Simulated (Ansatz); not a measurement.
A single-point calculation of zincblende GaSb with Ansatz, at the level PBE. The cell was relaxed with r2SCAN and then strained (epitaxial -2.0 % in the plane normal to [111], free normal strain +0.95 %), with the atoms relaxed again with r2SCAN; k points keep the names of the unstrained zone.

```yaml
crystal:
  lattice:
    - [0.0603005335, 3.0648617554, 3.0648617554]
    - [3.0648617554, 0.0603005335, 3.0648617554]
    - [3.0648617554, 3.0648617554, 0.0603005335]
  atoms:
    - { symbol: Ga, position: [0.0013890048, 0.0013890048, 0.0013890048] }
    - { symbol: Sb, position: [0.2486109952, 0.2486109952, 0.2486109952] }
kpoints:
  mp_grid: { grid: [8, 8, 8] }
  band_path:
    path:
      - [0.0, 0.0, 0.0]
      - [-0.5, -0.5, 0.0]
      - [-0.375, -0.375, 0.25]
      - [-0.375, 0.0, 0.375]
      - [0.0, 0.0, 0.5]
      - [-0.5, -0.25, 0.25]
    npoints: 1
hamiltonian:
  xc: pbe
scf:
  occupations: { method: fermi_dirac, width: 0.02 }
  n_extra_bands: 4
output:
  forces: true
  stress: true
  eigenvalues: true
  write_density: true
  write_potential: true
  elf: true
  volumetric_format: npy
```

Some lines of the output have been replaced by numbered gaps.
```
Functional definition: PBE
Crystal: 2 atoms, lattice volume = 55.880 Å³
Basis set: ecut = 420 eV, 1079 PW (Γ)
[1]
Symmetry: 6 space group operations
Space group: R3m (ITA 160)
k-points: 65 of 512 (time reversal used)
preconditioner: auto → none  [insulator: Δε(μ)=0.108 eV  σ=0.020 eV  ℏωp=21.1 eV]
SCF 1 converged in 6 iterations: F = -10267.780195 eV  dr2 = 5.66e-8
Free energy (F): -10267.780195 eV
Internal energy: -10267.780143 eV  (E = F + TS)
E sigma→0 (E₀):  -10267.780169 eV
Entropy (-TS):   -0.000051 eV (-0.026 meV/atom)
Fermi energy:    8.175439 eV
--- Forces (eV/Å), atoms counted from 1 ---
[2]
--- Stress (GPa, compression-positive) ---
        3.730113      -0.854537      -0.854537
       -0.854537       3.730113      -0.854537
       -0.854537      -0.854537       3.730113
  P = ⅓ Tr σ = 3.7301 GPa (37.301 kbar)
```

**Question.** Give the withheld lines. They hold the forces, the band count.

**Answer.**
```
[1]
Bands: 18, of which v1, the nominal top of the filled ones, is band 14 counted from 1 (13 counted from 0)
[2]
  atom   1  Ga      0.01173      0.01173      0.01173
  atom   2  Sb    -0.01174    -0.01174    -0.01174
```

PBE gives a direct gap of 0.11 eV at Γ. Edges are sought over the mesh and the listed points. The mean pressure at these positions is +3.73 GPa, compression counted positive. The largest force is 0.02 eV/Å.

Command: `ansatz run input.yaml --threads 2 --pin off --max-ram 29491MiB --backend cpu --events-out ev --progress --plain --runs-dir out`. Wall time 3 s on 2 threads of AMD EPYC 7R13 Processor (Zen 3) (shared host), load about 0.8 per core; peak host memory 0.53 GiB.

The values are computed, spin-unpolarised, and not measurements.

Spin-orbit coupling is left out, which matters wherever the heavy atoms make up the band edges.

Gaps or overlaps of about a tenth of an eV are at the limit of these meshes: between the points read a gap can be smaller or closed.
